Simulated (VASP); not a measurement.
GaN (strained rocksalt): a PBE single-point calculation in VASP

INCAR

```
NSW = 0
NBANDS = 16
LASPH = .TRUE.
LWAVE = .FALSE.
GGA = PE
SIGMA = 0.02
EDIFF = 1E-7
ISMEAR = -1
PREC = Accurate
LREAL = .FALSE.
IBRION = -1
NELM = 120
ENCUT = 520
LCHARG = .FALSE.
ISIF = 2
```

KPOINTS

```
KPOINTS created by Atomic Simulation Environment
0
Gamma
10 10 10
0 0 0
```

KPOINTS_OPT

```
special points
7
Reciprocal
0.0000000000 0.0000000000 0.0000000000 1
0.5000000000 0.0000000000 0.5000000000 1
0.6250000000 0.2500000000 0.6250000000 1
0.3750000000 0.3750000000 0.7500000000 1
0.5000000000 0.5000000000 0.5000000000 1
0.5000000000 0.2500000000 0.7500000000 1
0.1875000000 0.1875000000 0.3750000000 1
```

POSCAR

```
Ga N
 1.0000000000000000
     0.0000000000000000    2.1085154153999999    2.0604412640000001
     2.1085154153999999    0.0000000000000000    2.0604412640000001
     2.1085154153999999    2.1085154153999999    0.0000000000000000
 Ga  N
   1   1
Cartesian
  0.0000000000000000  0.0000000000000000  0.0000000000000000
  2.1085154153999999  2.1085154153999999  2.0604412640000001
```

VASP ran with the recommended PBE PAW datasets (18 valence electrons in the cell).

Command

```
mpirun -np 1 vasp_std
```

OSZICAR

```
N       E                     dE             d eps       ncg     rms          rms(c)
DAV:   1     0.758763498237E+02    0.75876E+02   -0.91662E+03  3776   0.215E+03
DAV:   2    -0.847036757719E+01   -0.84347E+02   -0.78376E+02  3768   0.325E+02
DAV:   3    -0.129687462564E+02   -0.44984E+01   -0.44806E+01  3752   0.643E+01
DAV:   4    -0.130109982287E+02   -0.42252E-01   -0.42245E-01  4112   0.645E+00
DAV:   5    -0.130114768178E+02   -0.47859E-03   -0.47859E-03  3872   0.637E-01    0.745E+00
DAV:   6    -0.111700893356E+02    0.18414E+01   -0.42965E+00  4776   0.409E+01    0.239E+00
DAV:   7    -0.111625498928E+02    0.75394E-02   -0.24182E-01  3912   0.517E+00    0.158E+00
DAV:   8    -0.111496449542E+02    0.12905E-01   -0.28903E-02  3680   0.223E+00    0.491E-01
DAV:   9    -0.111479239221E+02    0.17210E-02   -0.65410E-03  4096   0.205E+00    0.110E-01
DAV:  10    -0.111479088136E+02    0.15108E-04   -0.55089E-04  3896   0.297E-01    0.142E-02
DAV:  11    -0.111479056399E+02    0.31737E-05   -0.41869E-05  4008   0.686E-02    0.120E-02
DAV:  12    -0.111479074899E+02   -0.18500E-05   -0.22025E-06  4008   0.278E-02    0.297E-03
DAV:  13    -0.111479074526E+02    0.37251E-07   -0.21524E-07  3656   0.436E-03
   1 F= -.11147907E+02 E0= -.11147907E+02  d E =-.613709E-09
       N       E                     dE             ncg
DAV:   1     0.183942563073E+04   -0.43936E+04      264
DAV:   2     0.127590524749E+04   -0.56352E+03      264
DAV:   3     0.124721919981E+04   -0.28686E+02      288
DAV:   4     0.124698687629E+04   -0.23232E+00      248
DAV:   5     0.124698372385E+04   -0.31524E-02      320
DAV:   6     0.124698364630E+04   -0.77545E-04      256
DAV:   7     0.124698364454E+04   -0.17602E-05      296
DAV:   8     0.124698364447E+04   -0.71567E-07      216
```

From OUTCAR

```
k-points           NKPTS =    102   k-points in BZ     NKDIM =    102   number of bands    NBANDS=     16

   NELECT =      18.0000    total number of electrons

   dimension x,y,z NGX =    24 NGY =   24 NGZ =   24
   dimension x,y,z NGXF=    48 NGYF=   48 NGZF=   48

  energy-cutoff  :      520.00
  volume of cell :       18.32
      direct lattice vectors                 reciprocal lattice vectors
     0.000000000  2.108515415  2.060441264    -0.237133671  0.237133671  0.242666466
     2.108515415  0.000000000  2.060441264     0.237133671 -0.237133671  0.242666466
     2.108515415  2.108515415  0.000000000     0.237133671  0.237133671 -0.242666466

 k-points in reciprocal lattice and weights: KPOINTS created by Atomic Simulation Env
   0.00000000  0.00000000  0.00000000       0.001
   0.10000000  0.00000000  0.00000000       0.008
   0.20000000  0.00000000  0.00000000       0.008
   0.30000000  0.00000000  0.00000000       0.008
   0.40000000  0.00000000  0.00000000       0.008
   0.50000000  0.00000000  0.00000000       0.004
   0.10000000  0.10000000  0.00000000       0.002
   0.20000000  0.10000000  0.00000000       0.008
   ...

 E-fermi :   8.6147

 k-point     1 :       0.0000    0.0000    0.0000
  band No.  band energies     occupation
      1      -9.3341      2.00000
      2      -5.7067      2.00000
      3      -5.7067      2.00000
      4      -5.6938      2.00000
      5      -5.6178      2.00000
      6      -5.5824      2.00000
      7       7.5847      2.00000
      8       7.8022      2.00000
      9       7.8022      2.00000
     10      10.8665      0.00000
     11      23.1235      0.00000
     12      23.1235      0.00000
     13      23.3053      0.00000
     14      24.2066      0.00000
     15      24.2066      0.00000
     16      24.4798      0.00000

 k-point     2 :       0.1000    0.0000    0.0000
  band No.  band energies     occupation
      1      -9.1333      2.00000
      2      -5.7123      2.00000
      3      -5.6976      2.00000
      4      -5.6864      2.00000
      5      -5.6285      2.00000
      6      -5.5994      2.00000
      7       6.5641      2.00000
      8       7.7051      2.00000
      9       7.8152      2.00000
     10      11.7914      0.00000
     11      20.7240      0.00000
     12      22.2298      0.00000
     13      22.6681      0.00000
     14      24.2156      0.00000
     15      24.4073      0.00000
     16      24.8690      0.00000

 k-point     3 :       0.2000    0.0000    0.0000
  band No.  band energies     occupation
      1      -8.5509      2.00000
      2      -5.7358      2.00000
      3      -5.7306      2.00000
      4      -5.7085      2.00000
      5      -5.5988      2.00000
      6      -5.5933      2.00000
      7       4.5121      2.00000
      8       7.8051      2.00000
      9       7.8585      2.00000
     10      13.0423      0.00000
     11      18.6709      0.00000
     12      20.4034      0.00000
     13      20.9868      0.00000
     14      24.0844      0.00000
     15      25.5445      0.00000
     16      25.6373      0.00000

 k-point     4 :       0.3000    0.0000    0.0000
  band No.  band energies     occupation
      1      -7.6632      2.00000
      2      -5.8023      2.00000
      3      -5.7872      2.00000
      4      -5.7648      2.00000
      5      -5.5366      2.00000
      6      -5.5294      2.00000
      7       2.3945      2.00000
      8       7.9328      2.00000
      9       7.9570      2.00000
     10      13.4981      0.00000
     11      17.8742      0.00000
     12      18.7764      0.00000
     13      19.3565      0.00000
     14      24.1382      0.00000
     15      27.4140      0.00000
     16      27.4331      0.00000

 k-point     5 :       0.4000    0.0000    0.0000
  band No.  band energies     occupation
      1      -6.6747      2.00000
      2      -5.8626      2.00000
      3      -5.8510      2.00000
      4      -5.8161      2.00000
      5      -5.4849      2.00000
      6      -5.4697      2.00000
      7       0.6317      2.00000
      8       8.0124      2.00000
      9       8.1025      2.00000
     10      13.2571      0.00000
     11      17.6943      0.00000
     12      17.9304      0.00000
     13      18.2666      0.00000
     14      24.5961      0.00000
     15      29.7956      0.00000
     16      29.8626      0.00000

 k-point     6 :       0.5000    0.0000    0.0000
  band No.  band energies     occupation
      1      -6.0667      2.00000
      2      -5.9493      2.00000
      3      -5.8856      2.00000
      4      -5.8749      2.00000
      5      -5.4648      2.00000
      6      -5.4465      2.00000
      7      -0.1299      2.00000
      8       8.0480      2.00000
      9       8.1644      2.00000
     10      13.0878      0.00000
     11      17.3144      0.00000
     12      17.8160      0.00000
     13      18.0914      0.00000
     14      24.9254      0.00000
     15      31.8294      0.00000
     16      31.8747      0.00000

 k-point     7 :       0.1000    0.1000    0.0000
  band No.  band energies     occupation
      1      -9.0556      2.00000
      2      -5.7138      2.00000
      3      -5.6841      2.00000
      4      -5.6841      2.00000
      5      -5.6466      2.00000
      6      -5.6053      2.00000
      7       6.5921      2.00000
      8       7.5311      2.00000
      9       7.5311      2.00000
     10      12.1562      0.00000
     11      20.9180      0.00000
     12      21.9889      0.00000
     13      21.9889      0.00000
     14      22.0567      0.00000
     15      26.4803      0.00000
     16      26.4803      0.00000

 k-point     8 :       0.2000    0.1000    0.0000
  band No.  band energies     occupation
      1      -8.6019      2.00000
      2      -5.7384      2.00000
      3      -5.7201      2.00000
      4      -5.6821      2.00000
      5      -5.6327      2.00000
      6      -5.5788      2.00000
      7       5.1080      2.00000
      8       7.3233      2.00000
      9       7.5794      2.00000
     10      13.2798      0.00000
     11      19.0354      0.00000
     12      19.9079      0.00000
     13      21.1885      0.00000
     14      22.6195      0.00000
     15      26.8091      0.00000
     16      27.4768      0.00000

 k-point     9 :       0.3000    0.1000    0.0000
  band No.  band energies     occupation
      1      -7.8451      2.00000
      2      -5.8008      2.00000
      3      -5.7472      2.00000
      4      -5.7349      2.00000
      5      -5.5481      2.00000
      6      -5.5158      2.00000
      7       3.1151      2.00000
      8       7.2695      2.00000
      9       7.6719      2.00000
     10      14.0131      0.00000
     11      17.4254      0.00000
     12      18.8359      0.00000
     13      19.9255      0.00000
     14      23.5629      0.00000
     15      27.2130      0.00000
     16      28.8228      0.00000

 k-point    10 :       0.4000    0.1000    0.0000
  band No.  band energies     occupation
      1      -7.0059      2.00000
      2      -5.8645      2.00000
      3      -5.8016      2.00000
      4      -5.7130      2.00000
      5      -5.4607      2.00000
      6      -5.3982      2.00000
      7       1.2524      2.00000
      8       7.3948      2.00000
      9       7.5803      2.00000
     10      13.9883      0.00000
     11      16.4216      0.00000
     12      18.7263      0.00000
     13      18.9194      0.00000
     14      24.5418      0.00000
     15      28.3502      0.00000
     16      30.8522      0.00000

 k-point    11 :       0.5000    0.1000    0.0000
  band No.  band energies     occupation
      1      -6.5399      2.00000
      2      -5.9065      2.00000
      3      -5.8489      2.00000
      4      -5.6455      2.00000
      5      -5.4432      2.00000
      6      -5.1485      2.00000
      7       0.1083      2.00000
      8       7.3244      2.00000
      9       7.6586      2.00000
     10      13.8037      0.00000
     11      16.0387      0.00000
     12      17.9378      0.00000
     13      19.2681      0.00000
     14      25.5321      0.00000
     15      29.6157      0.00000
     16      31.8503      0.00000

 k-point    12 :      -0.4000    0.1000    0.0000
  band No.  band energies     occupation
      1      -6.6607      2.00000
      2      -5.8992      2.00000
      3      -5.8570      2.00000
      4      -5.6520      2.00000
      5      -5.4724      2.00000
      6      -5.1819      2.00000
      7       0.4152      2.00000
      8       7.0128      2.00000
      9       7.9586      2.00000
     10      13.9035      0.00000
     11      16.1843      0.00000
     12      17.7529      0.00000
     13      19.3046      0.00000
     14      25.8917      0.00000
     15      29.3609      0.00000
     16      30.4459      0.00000

 ...

  Total        1.5419090      1.5419090      2.1822815      0.0000000      0.0000000      0.0000000
  in kB      134.8421074    134.8421074    190.8435809      0.0000000      0.0000000      0.0000000
  external PRESSURE =     153.5092652 kB  Pullay stress =       0.0000000 kB

 POSITION                                       TOTAL-FORCE (eV/Angst)
 -----------------------------------------------------------------------------------
      0.00000      0.00000      0.00000         0.000000     -0.000000      0.000000
      2.10852      2.10852      2.06044        -0.000000      0.000000     -0.000000
 -----------------------------------------------------------------------------------
    total drift:                                0.000000     -0.000000     -0.000000

  FREE ENERGIE OF THE ION-ELECTRON SYSTEM (eV)
  ---------------------------------------------------
  free  energy   TOTEN  =       -11.1479074526 eV

  energy  without entropy=      -11.1479074520  energy(sigma->0) =      -11.14790745
```

```yaml
gap_between_bands_v_and_c: 0.64 eV
least_direct_gap: 3.06 eV
pressure: 15.4 GPa
```

Band v is the last that the valence electrons fill when counted band by band, and c is the next.

The run took about 40 s on one core of a shared host (Intel Xeon Platinum 8488C) and held 0.17 GiB at most.
